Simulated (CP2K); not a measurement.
ZnSe (Stilleite):

```
Se Zn
1.0
     4.00760    0.00000    0.00000
     2.00380    3.47068    0.00000
     2.00380    1.15689    3.27219
Se Zn
1 1
Cartesian
  6.0114 3.4707 2.4541
  0.0000 0.0000 0.0000
```

Program: CP2K 2026.2. Alike in all runs: no spin polarisation; cell as given; k mesh 8 × 8 × 8.

**Question.** Order these runs on this cell by their pressure, lowest first.
A. level LDA; potentials or basis GTH_POTENTIALS Se GTH-PADE-q6, Zn GTH-PADE-q12; TZVP-MOLOPT-PBE-GTH basis; smearing fermi-dirac 0.0259 eV; EPS_DEFAULT 1.0E-9; points a segment of the path (NPOINTS) 10; bands added on the path 2; CUTOFF of the grids 450 Ry
B. level RPBE; potentials or basis POTENTIAL_UZH Se GTH-PBE-q6, Zn GTH-PBE-q12; TZVP-MOLOPT-PBE-GTH basis; smearing fermi-dirac 0.05 eV; EPS_DEFAULT 1.0E-10; points a segment of the path (NPOINTS) 10; bands added on the path 6; CUTOFF of the grids 450 Ry
C. level PBE; potentials or basis GTH_POTENTIALS Se GTH-BLYP-q6, Zn GTH-BLYP-q12; DZVP-MOLOPT-SR-GTH basis; smearing fermi-dirac 0.05 eV; EPS_DEFAULT 1.0E-9; CUTOFF of the grids 450 Ry
D. level r2SCAN; potentials or basis POTENTIAL_UZH Se GTH-SCAN-q6, Zn GTH-SCAN-q12; TZVP-MOLOPT-SCAN-GTH basis; smearing fermi-dirac 0.0259 eV; EPS_DEFAULT 1.0E-9; points a segment of the path (NPOINTS) 6; bands added on the path 6; CUTOFF of the grids 675 Ry

**Answer.** A (-3.2 GPa), D (-0.3 GPa), C (2.3 GPa), B (4.4 GPa).

Caveats: the basis of atomic orbitals isn't converged, which shifts pressures, moduli and gaps; the potentials were made for another functional, which shifts forces and pressure (some runs).

Not every run made on this cell is shown here.
